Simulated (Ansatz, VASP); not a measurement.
# Two plane-wave programs on Hf2Si

```
Hf Si
1.0
    -3.27535    3.27535    2.58282
     3.27535   -3.27535    2.58282
     3.27535    3.27535   -2.58282
Hf Si
4 2
Direct
  0.84351 0.65649 0.50000
  0.34351 0.84351 0.18703
  0.15649 0.34351 0.50000
  0.65649 0.15649 0.81297
  0.75000 0.75000 0.00000
  0.25000 0.25000 0.00000
```

Alike in both runs: task single point; functional PBEsol; k mesh 5 × 5 × 5; occupations gaussian, width 0.1 eV; no spin polarisation.

|  | VASP | Ansatz |
| --- | --- | --- |
| version | VASP 6.6.1 | Ansatz 0.2.0 |
| potentials or method | VASP PAW PBE potentials, release 64 (Hf_pv, Si) | scalar-relativistic, plane waves, PAW |
| plane-wave cutoff (eV) | 520 | 420 |
| valence electrons in the cell | 48 | 112 |

|  | VASP | Ansatz | Ansatz less VASP |
| --- | --- | --- | --- |
| gap on the k mesh at the Fermi level (eV) | none | none | - |
| pressure (GPa) | -2.6 | -2.4 | +0.18 |
| largest component of the traceless stress (GPa) | 0.30 | 0.27 | -0.026 |
| rms of the force components (eV/Å) | 0.000 | 0.005 | +0.0047 |

Atom by atom the forces differ by 0.005 eV/Å (rms over components). A gap of «none» marks a metal or a gap that the smearing closes. With one functional, cell and mesh, what is left measures potentials, basis and numerics. The two sets of potentials don't hold the same shells in valence.

Caveats: the PAW data sets were made with another functional, which shifts forces and pressure a little (VASP). Spin-orbit coupling is left out, which matters for the levels of Hf.
